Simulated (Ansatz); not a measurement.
Pb: from a first guess to the relaxed diamond type

First guess:

```xyz
2
Lattice="0.0000 3.2195 3.2195 3.2195 0.0000 3.2195 3.2195 3.2195 0.0000" Properties=species:S:1:pos:R:3 pbc="T T T"
Pb    0.0000    0.0000    0.0000
Pb    1.6098    1.6098    1.6098
```

Method: DFT, PBE, PAW with Ansatz's default frozen-core files, scalar-relativistic (Ansatz 0.2.0).

Cell and atoms relax within the symmetry of the start on a 9×9×9 k mesh with 0.05 eV Fermi–Dirac smearing.

The start is built from a prototype, known or not as a phase of this compound; the cutoff is 420 eV.

No spin–orbit coupling, which matters for the heavy atoms here.

**Question.** What is the pressure of the first guess?

**Answer.** 13.55 GPa.

**Question.** What does it relax to?

**Answer.** a = 7.056 Å, b = 7.056 Å, c = 7.056 Å, α = 90.00°, β = 90.00°, γ = 90.00° (conventional cell), 43.90 Å³ per atom:
```cif
data_structure
_symmetry_space_group_name_H-M 'Fd-3m:1'
_symmetry_Int_Tables_number 227
_cell_length_a 7.0556
_cell_length_b 7.0556
_cell_length_c 7.0556
_cell_angle_alpha 90.000
_cell_angle_beta 90.000
_cell_angle_gamma 90.000
_cell_volume 351.24
loop_
_atom_site_label
_atom_site_type_symbol
_atom_site_symmetry_multiplicity
_atom_site_Wyckoff_symbol
_atom_site_fract_x
_atom_site_fract_y
_atom_site_fract_z
_atom_site_occupancy
Pb1 Pb 8 b 0.00000 0.00000 0.50000 1
```

**Question.** How much energy does the relaxation release?

**Answer.** 341 meV/atom.
